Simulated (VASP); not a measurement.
# CdS (Hawleyite) (F-43m) in VASP: a series of runs, part 2 of 3

VASP 6.6.1.

## (3) Dielectric tensor, LDA

INCAR

```
  ALGO = Normal
  EDIFF = 1E-8
  ENCUT = 520
  GGA = CA
  ISIF = 2
  ISMEAR = 0
  LASPH = True
  LCHARG = False
  LEPSILON = True
  LREAL = False
  LWAVE = False
  NELM = 100
  PREC = Accurate
  SIGMA = 0.01
```

KPOINTS

```
k-points
0
Gamma
  6 6 6
```

POSCAR

```
CdS
1.0
    0.0000000000      2.9165000000      2.9165000000
    2.9165000000      0.0000000000      2.9165000000
    2.9165000000      2.9165000000      0.0000000000
Cd S
1 1
Direct
    0.0000000000      0.0000000000      0.0000000000
    0.7500000000      0.7500000000      0.7500000000
```

Potentials or basis: VASP PAW LDA potentials, release 64 (Cd, S).

The run is started by

```console
$ cat potpaw_LDA.64/Cd/POTCAR potpaw_LDA.64/S/POTCAR > POTCAR
$ mpirun -np 1 vasp_std > vasp.out
```

OUTCAR:

```text
EDIFF = 1E-8
   ENCUT = 520
   GGA = CA
   ISIF = 2
   ISMEAR = 0
   LASPH = True
   LEPSILON = True
   LREAL = False
   NELM = 100
   PREC = Accurate

 Found     16 irreducible k-points:

 Following reciprocal coordinates:
            Coordinates               Weight
  0.000000  0.000000  0.000000      1.000000
  0.166667  0.000000  0.000000      8.000000
  0.333333  0.000000  0.000000      8.000000
  0.500000  0.000000  0.000000      4.000000
  0.166667  0.166667  0.000000      6.000000
  0.333333  0.166667  0.000000     24.000000
   k-points           NKPTS =     16   k-points in BZ     NKDIM =     16   number of bands    NBANDS=     13
   number of dos      NEDOS =    301   number of ions     NIONS =      2
   total plane-waves  NPLWV =  32768
   dimension x,y,z NGX =    32 NGY =   32 NGZ =   32
   dimension x,y,z NGXF=    64 NGYF=   64 NGZF=   64
   ions per type =               1   1
   NGX,Y,Z   is equivalent  to a cutoff of  12.90, 12.90, 12.90 a.u.
   NGXF,Y,Z  is equivalent  to a cutoff of  25.80, 25.80, 25.80 a.u.
 SYSTEM =  unknown system
   PREC   = accura    normal or accurate (medium, high low for compatibility)
   ISTART =      0    job   : 0-new  1-cont  2-samecut
   ICHARG =      2    charge: 1-file 2-atom 10-const
   ISPIN  =      1    spin polarized calculation?
   LNONCOLLINEAR =      F non collinear calculations
   LSORBIT =      F    spin-orbit coupling
   LASPH  =      T    aspherical Exc in radial PAW
   ENCUT  =  520.0 eV  38.22 Ry    6.18 a.u.   7.67  7.67  7.67*2*pi/ulx,y,z
   NELM   =    100;   NELMIN=  2; NELMDL= -5     # of ELM steps
   EDIFF  = 0.1E-07   stopping-criterion for ELM
   LREAL  =      F    real-space projection
   EDIFFG = 0.1E-06   stopping-criterion for IOM
   NSW    =      0    number of steps for IOM
   IBRION =     -1    ionic relax: 0-MD 1-quasi-New 2-CG
[... 8 lines left out ...]
   EMIN   =  10.00;   EMAX   =-10.00  energy-range for DOS
   EFERMI =   0.00;   METHOD = LEGACY
   ISMEAR =     0;   SIGMA  =   0.01  broadening in eV -4-tet -1-fermi 0-gaus
   EFERMI_NEDOS =   21; number of points for ismear=-14 and -15
   IALGO  =     38    algorithm
   IMIX   =      4    mixing-type and parameters
     AMIX     =   0.40;   BMIX     =  1.00
     AMIX_MAG =   1.60;   BMIX_MAG =  1.00
  volume/ion in A,a.u.               =      24.81       167.41
  Fermi-wavevector in a.u.,A,eV,Ry     =   1.167599  2.206442 18.548649  1.363287
  Thomas-Fermi vector in A             =   2.304097
   LORBIT       =      0    0 simple, 1 ext, 2 COOP (PROOUT), +10 PAW based schemes
   GGA     = CA    functional components
   LHFCALC =     F    Hartree Fock is set to
   AEXX    =    0.0000 exact exchange contribution
   IVDW    =     0    specifies the selected vdW correction
   LEPSILON=     T    determine dielectric tensor
   LRPA    =     F    only Hartree local field effects (RPA)
 non-spin polarized calculation
 Gauss-broadening in eV      SIGMA  =   0.01
  energy-cutoff  :      520.00
  volume of cell :       49.62
 maximum number of plane-waves:      1363
 NGX is ok and might be reduce to    32
   NGX = 15   NGY = 15   NGZ = 15

--------------------------------------- Ionic step        1  -------------------------------------------

 number of electron      18.0000004 magnetization

 E-fermi :   1.2416     XC(G=0):  -9.5855

[... 103 lines left out ...]
  FORCE on cell =-STRESS in cart. coord.  units (eV):
  Direction    XX          YY          ZZ          XY          YZ          ZX
  --------------------------------------------------------------------------------------
  -------------------------------------------------------------------------------------
  Total       -0.6137912     -0.6137912     -0.6137912     -0.0000000     -0.0000000      0.0000000
  in kB      -19.8205317    -19.8205317    -19.8205317     -0.0000000     -0.0000000      0.0000000
  external PRESSURE =     -19.8205317 kB  Pullay stress =       0.0000000 kB

 VOLUME and BASIS-vectors are now :
 -----------------------------------------------------------------------------
  energy-cutoff  :      520.00
  volume of cell :       49.62
      direct lattice vectors                 reciprocal lattice vectors
     0.000000000  2.916500000  2.916500000    -0.171438368  0.171438368  0.171438368
     2.916500000  0.000000000  2.916500000     0.171438368 -0.171438368  0.171438368
     2.916500000  2.916500000  0.000000000     0.171438368  0.171438368 -0.171438368

 POSITION                                       TOTAL-FORCE (eV/Angst)
 -----------------------------------------------------------------------------------
      0.00000      0.00000      0.00000         0.000000      0.000000      0.000000
      4.37475      4.37475      4.37475        -0.000000     -0.000000     -0.000000
 -----------------------------------------------------------------------------------
    total drift:                               -0.000000     -0.000000     -0.000000

  FREE ENERGIE OF THE ION-ELECTRON SYSTEM (eV)
  ---------------------------------------------------
  free  energy   TOTEN  =        -7.3949635036 eV

  energy  without entropy=       -7.3949635036  energy(sigma->0) =       -7.39496350

 HEAD OF MICROSCOPIC STATIC DIELECTRIC TENSOR (INDEPENDENT PARTICLE, excluding Hartree and local field effects)
 ------------------------------------------------------
           9.681672     0.000000    -0.000000
           0.000000     9.681672    -0.000000
           0.000000    -0.000000     9.681672
 ------------------------------------------------------

 Free energy of the ion-electron system (eV)
  ---------------------------------------------------
  ---------------------------------------------------
  free energy    TOTEN  =        -1.17957723 eV

  energy without entropy =       -1.17957723

------------------------ aborting loop because EDIFF is reached ----------------------------------------

--------------------------------------- Ionic step        2  -------------------------------------------

------------------------ aborting loop because EDIFF is reached ----------------------------------------

--------------------------------------- Ionic step        3  -------------------------------------------

 Free energy of the ion-electron system (eV)
  ---------------------------------------------------
  ---------------------------------------------------
  free energy    TOTEN  =        -1.17957669 eV

  energy without entropy =       -1.17957669

------------------------ aborting loop because EDIFF is reached ----------------------------------------

 PIEZOELECTRIC TENSOR FIELD DIRECTION 3  (e Angst)
 -----------------------------------------------------------------------------
    -0.00113  2.15538  0.00000           (  0.00000 -0.03766  0.00000)
     2.15538 -0.00113  0.00000           ( -0.03766  0.00000  0.00000)
     0.00000  0.00000  0.00077           (  0.00000  0.00000 -0.00000)

 PIEZOELECTRIC TENSOR FIELD DIRECTION 3  (C/m^2)
 -----------------------------------------------------------------------------
    -0.00036  0.69602  0.00000
     0.69602 -0.00036  0.00000
     0.00000  0.00000  0.00025

 MACROSCOPIC STATIC DIELECTRIC TENSOR (including local field effects in DFT)
 ------------------------------------------------------
           9.269688    -0.000000    -0.000000
          -0.000000     9.269688     0.000000
           0.000000     0.000000     9.269688
 ------------------------------------------------------

 PIEZOELECTRIC TENSOR (including local field effects)  for field in x, y, z        (e  Angst)
          XX          YY          ZZ          XY          YZ          ZX
  --------------------------------------------------------------------------------
  x     0.00000    -0.00000    -0.00000     0.00000     2.17831     0.00000
  y     0.00000    -0.00000     0.00000     0.00000     0.00000     2.17831
  z     0.00000    -0.00000    -0.00000     2.17831     0.00000     0.00000

 PIEZOELECTRIC TENSOR (including local field effects)  for field in x, y, z        (C/m^2)
          XX          YY          ZZ          XY          YZ          ZX
  --------------------------------------------------------------------------------
  x     0.00000    -0.00000    -0.00000     0.00000     0.70342     0.00000
  y     0.00000    -0.00000     0.00000     0.00000     0.00000     0.70342
  z     0.00000    -0.00000    -0.00000     0.70342     0.00000     0.00000

 BORN EFFECTIVE CHARGES (including local field effects) (in |e|, cummulative output)
 ---------------------------------------------------------------------------------
 ion    1
    1     2.32271     0.00000     0.00000
    2     0.00000     2.32271     0.00000
    3     0.00000     0.00000     2.32271
 ion    2
    1    -2.32271     0.00000     0.00000
    2    -0.00000    -2.32271    -0.00000
    3     0.00000    -0.00000    -2.32271
```

OSZICAR:

```text
N       E                     dE             d eps       ncg     rms          rms(c)
DAV:   1     0.116590445938E+03    0.11659E+03   -0.90895E+03   416   0.126E+03
DAV:   2    -0.234886716916E+01   -0.11894E+03   -0.11276E+03   451   0.302E+02
DAV:   3    -0.786932332599E+01   -0.55205E+01   -0.54963E+01   516   0.679E+01
[... 11 lines left out ...]
RMM:   6    -0.117933418350E+01   -0.16598E-02   -0.35864E-05  1939   0.451E-02    0.168E-02
RMM:   7    -0.117951802898E+01   -0.18385E-03   -0.72453E-07  1970   0.110E-02    0.191E-03
RMM:   8    -0.117957736126E+01   -0.59332E-04   -0.13545E-06  1901   0.291E-03    0.647E-04
RMM:   9    -0.117957446041E+01    0.29009E-05   -0.36587E-06  1952   0.727E-04    0.399E-04
RMM:  10    -0.117957783964E+01   -0.33792E-05   -0.43771E-07  1922   0.355E-04    0.481E-05
RMM:  11    -0.117957697659E+01    0.86304E-06   -0.77488E-08  1198   0.784E-05    0.176E-05
RMM:  12    -0.117957668798E+01    0.28861E-06   -0.19536E-09  1060   0.756E-05    0.858E-06
```

stdout:

```text
POSCAR found type information on POSCAR CdS
 POSCAR found :  2 types and       2 ions
 scaLAPACK will be used
 LDA part: xc-table for (Slater(with rela. corr.)+CA(PZ))
 , standard interpolation
 POSCAR, INCAR and KPOINTS ok, starting setup
 FFT: planning ... GRIDC
 FFT: planning ... GRID_SOFT
 FFT: planning ... GRID
 WAVECAR not read
 entering main loop
 Linear response reoptimize wavefunctions to high precision
 Linear response G [H, r] |phi>, progress :
  Direction:   1
 Linear response G [H, r] |phi>, progress :
  Direction:   2
 Linear response G [H, r] |phi>, progress :
  Direction:   3
 Linear response to external field (no local field effect), progress :
  Direction:   1
 dielectric tensor                  component  1 :    10.560     2.903     0.976
 Linear response to external field (no local field effect), progress :
  Direction:   2
 dielectric tensor                  component  2 :     2.903    10.725    -1.137
 Linear response to external field (no local field effect), progress :
  Direction:   3
 dielectric tensor                  component  3 :     0.979    -1.138     7.760
 Linear response to external field, progress :
  Direction:   1
 dielectric tensor                  component  1 :     9.270     1.578     0.498
 Linear response to external field, progress :
  Direction:   2
 dielectric tensor                  component  2 :     1.576     9.270     0.425
 Linear response to external field, progress :
  Direction:   3
 dielectric tensor                  component  3 :     1.217     0.858     9.270
 Born effective charges drift removed
```

Wall time 70 s (1 thread of Intel Xeon Platinum 8488C (Sapphire Rapids), shared host); peak memory 0.22 GiB.

These settings aren't checked as converged: the numbers below hold their error.

Results:

```yaml
Band_gap_on_the_k_mesh: 0.89 eV, direct
Electronic_dielectric_tensor_diagonal: 9.27
Born_charges_mean_of_the_diagonal: Cd +2.32; S -2.32 e
```

## (4) Dielectric tensor, LDA

INCAR: that of step 3 with these lines changed.

```diff
@@ -2,3 +2,3 @@
   EDIFF = 1E-8
-  ENCUT = 520
+  ENCUT = 280
   GGA = CA
```

KPOINTS

```
k-points
0
Gamma
  9 9 9
```

POSCAR is that of step 3.

Potentials or basis: VASP PAW LDA potentials, release 64 (Cd, S).

The run is started by

```console
$ cat potpaw_LDA.64/Cd/POTCAR potpaw_LDA.64/S/POTCAR > POTCAR
$ mpirun -np 1 vasp_std > vasp.out
```

OUTCAR:

```text
EDIFF = 1E-8
   ENCUT = 280
   GGA = CA
   ISIF = 2
   ISMEAR = 0
   LASPH = True
   LEPSILON = True
   LREAL = False
   NELM = 100
   PREC = Accurate

 Found     35 irreducible k-points:

 Following reciprocal coordinates:
            Coordinates               Weight
  0.000000  0.000000  0.000000      1.000000
  0.111111  0.000000  0.000000      8.000000
  0.222222  0.000000  0.000000      8.000000
  0.333333  0.000000  0.000000      8.000000
  0.444444  0.000000  0.000000      8.000000
  0.111111  0.111111  0.000000      6.000000
   k-points           NKPTS =     35   k-points in BZ     NKDIM =     35   number of bands    NBANDS=     13
   number of dos      NEDOS =    301   number of ions     NIONS =      2
   total plane-waves  NPLWV =  13824
   dimension x,y,z NGX =    24 NGY =   24 NGZ =   24
   dimension x,y,z NGXF=    48 NGYF=   48 NGZF=   48
   ions per type =               1   1
   NGX,Y,Z   is equivalent  to a cutoff of   9.67,  9.67,  9.67 a.u.
   NGXF,Y,Z  is equivalent  to a cutoff of  19.35, 19.35, 19.35 a.u.
 SYSTEM =  unknown system
   PREC   = accura    normal or accurate (medium, high low for compatibility)
   ISTART =      0    job   : 0-new  1-cont  2-samecut
   ICHARG =      2    charge: 1-file 2-atom 10-const
   ISPIN  =      1    spin polarized calculation?
   LNONCOLLINEAR =      F non collinear calculations
   LSORBIT =      F    spin-orbit coupling
[... 207 lines left out ...]
  free energy    TOTEN  =        -0.89447765 eV

  energy without entropy =       -0.89447765

------------------------ aborting loop because EDIFF is reached ----------------------------------------

 PIEZOELECTRIC TENSOR FIELD DIRECTION 3  (e Angst)
 -----------------------------------------------------------------------------
    -0.00137  1.99931  0.00000           (  0.00000 -0.03139  0.00000)
     1.99931 -0.00137  0.00000           ( -0.03139  0.00000  0.00000)
     0.00000  0.00000  0.00052           (  0.00000  0.00000 -0.00000)

 PIEZOELECTRIC TENSOR FIELD DIRECTION 3  (C/m^2)
 -----------------------------------------------------------------------------
    -0.00044  0.64562  0.00000
     0.64562 -0.00044  0.00000
     0.00000  0.00000  0.00017

 MACROSCOPIC STATIC DIELECTRIC TENSOR (including local field effects in DFT)
 ------------------------------------------------------
           7.234506     0.000000     0.000000
           0.000000     7.234506     0.000000
           0.000000     0.000000     7.234506
 ------------------------------------------------------

 PIEZOELECTRIC TENSOR (including local field effects)  for field in x, y, z        (e  Angst)
          XX          YY          ZZ          XY          YZ          ZX
  --------------------------------------------------------------------------------
  x     0.00000     0.00000    -0.00000     0.00000     2.01502     0.00000
  y    -0.00000    -0.00000     0.00000     0.00000    -0.00000     2.01502
  z     0.00000    -0.00000     0.00000     2.01502     0.00000     0.00000

 PIEZOELECTRIC TENSOR (including local field effects)  for field in x, y, z        (C/m^2)
          XX          YY          ZZ          XY          YZ          ZX
  --------------------------------------------------------------------------------
  x     0.00000     0.00000    -0.00000     0.00000     0.65069     0.00000
  y    -0.00000    -0.00000     0.00000     0.00000    -0.00000     0.65069
  z     0.00000    -0.00000     0.00000     0.65069     0.00000     0.00000

 BORN EFFECTIVE CHARGES (including local field effects) (in |e|, cummulative output)
 ---------------------------------------------------------------------------------
 ion    1
    1     2.20482     0.00000     0.00000
    2     0.00000     2.20482     0.00000
    3     0.00000    -0.00000     2.20482
 ion    2
    1    -2.20482     0.00000     0.00000
    2    -0.00000    -2.20482    -0.00000
    3    -0.00000     0.00000    -2.20482
```

Run time: 63 s. Hardware: 1 thread of Intel Xeon Platinum 8488C (Sapphire Rapids), shared host; peak memory 0.19 GiB.

These settings aren't checked as converged: the numbers below hold their error.

What came out:

```
Band gap on the k mesh                  : 0.89 eV, direct
Electronic dielectric tensor (diagonal) : 7.23
Born charges (mean of the diagonal)     : Cd +2.20; S -2.20 e
```

Caveat: the cutoff is under 1.25 times the usual one of these potentials, so pressure, stress and relaxed cells hold a basis-set (Pulay) error.

(Part 2 of 3 ends here.)
